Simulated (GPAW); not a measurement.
A run of GPAW 26.7.0:

run.py

```python
from ase.eos import EquationOfState
from ase.io import Trajectory, read
from ase.units import GPa
from gpaw import GPAW, PW

atoms = read('POSCAR')
atoms.set_initial_magnetic_moments([2.0, 2.0, 0.0, 0.0])

traj = Trajectory('eos.traj', 'w')
volumes, energies = [], []
for x in [0.94, 0.96, 0.98, 1.0, 1.02, 1.04, 1.06]:
    a = atoms.copy()
    a.set_cell(atoms.cell * x**(1 / 3), scale_atoms=True)
    calc = GPAW(mode=PW(800),
                xc='PBE',
                kpts={'size': (10, 10, 5), 'gamma': True},
                occupations={'name': 'fermi-dirac', 'width': 0.05},
                nbands=30,
                convergence={'density': 1e-05, 'energy': 1e-05},
                maxiter=150,
                txt=f'eos-{x:.2f}.txt')
    a.calc = calc
    energies.append(a.get_potential_energy(force_consistent=True))
    volumes.append(a.get_volume())
    p = -a.get_stress()[:3].mean() / GPa
    calc.write(f'eos-{x:.2f}.gpw')
    traj.write(a)
    print(f'{x:.2f} {volumes[-1]:10.4f} A^3 {energies[-1]:14.6f} eV {p:9.3f} GPa', flush=True)

v0, e0, B = EquationOfState(volumes, energies, eos='birchmurnaghan').fit()
print(f'V0 = {v0:.4f} A^3, E0 = {e0:.6f} eV, B0 = {B / GPa:.2f} GPa')
```

Contents of POSCAR:

```
CoO
1.0
    3.1976457435      0.0000000000      0.0000000000
   -1.5988228718      2.7692424462      0.0000000000
    0.0000000000      0.0000000000      5.2287097100
Co O
2 2
Direct
    0.3333333333      0.6666666667      0.5033624100
    0.0000000000      0.0000000000      0.0034741400
    0.3333333333      0.6666666667      0.8715556000
    0.0000000000      0.0000000000      0.3716088500
```

Potentials or basis: GPAW PAW data sets (gpaw-data 1.2.1), pw.

Command:

```bash
$ OMP_NUM_THREADS=1 python run.py
```

Hardware: 1 thread of Arm Neoverse V1, on a shared host.

Estimate the wall time of this run.

Wall time 34 min on 1 thread of Arm Neoverse V1 (shared host), peak memory 0.56 GiB. Counts: scf iterations 123, plane waves 2252, bands 30, k points 58.
